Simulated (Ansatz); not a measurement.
# InP under changes of volume

One of the cells (25.167 Å³/atom); the others are scaled copies at fixed shape and fractional positions:

```
In P
1.0
     0.00000    2.93050    2.93050
     2.93050    0.00000    2.93050
     2.93050    2.93050    0.00000
In P
1 1
Direct
  0.00000 0.00000 0.00000
  0.75000 0.75000 0.75000
```

- Program: Ansatz 0.2.0
- Functional: BPBE
- Potentials or basis: Ansatz PAW
- Cutoff: 420 eV (not typed: the program's choice for these potentials)
- k mesh: 8 × 8 × 8
- Occupations: fermi-dirac, width 0.05 eV
- Spin: no spin polarisation

| volume (Å³/atom) | energy over the lowest point (meV/atom) | pressure (GPa) | gap on the mesh (eV) |
| --- | --- | --- | --- |
| 23.657 | 65.86 | 8.5 | 1.03 |
| 24.160 | ? | ? | ? |
| 24.663 | 24.34 | 4.8 | 0.80 |
| 25.167 | 11.71 | 3.2 | 0.70 |
| 25.670 | 3.75 | 1.8 | 0.59 |
| 26.173 | 0.00 | 0.6 | 0.48 |
| 26.677 | 0.03 | -0.6 | 0.38 |

Question: What does the run at 24.160 Å³/atom give?

Answer: Energy over the lowest point 42.19 meV/atom; pressure 6.6 GPa; gap on the mesh 0.92 eV.

Worked out: A Birch-Murnaghan fit of order 3 (a polynomial in V^(-2/3)) to the other rows has its minimum at 26.42 Å³/atom with B0 = V·E''(V) = 60 GPa and B' = 4.6. It gives 42.19 meV/atom at 24.160 Å³/atom, against the run's 42.19, and -dE/dV = 6.6 GPa, against 6.6. A straight line through the other rows of the gap, of slope -5.41 eV per unit of ln V (its deformation potential), gives 0.92 eV, against the run's 0.92.

Energies are extrapolated to zero smearing.

Caveats: spin-orbit coupling is left out, which moves the levels of the heavy elements; the PAW data sets come from PBE, with cores solved anew for the run's functional, which leaves a small shift of forces and pressure.
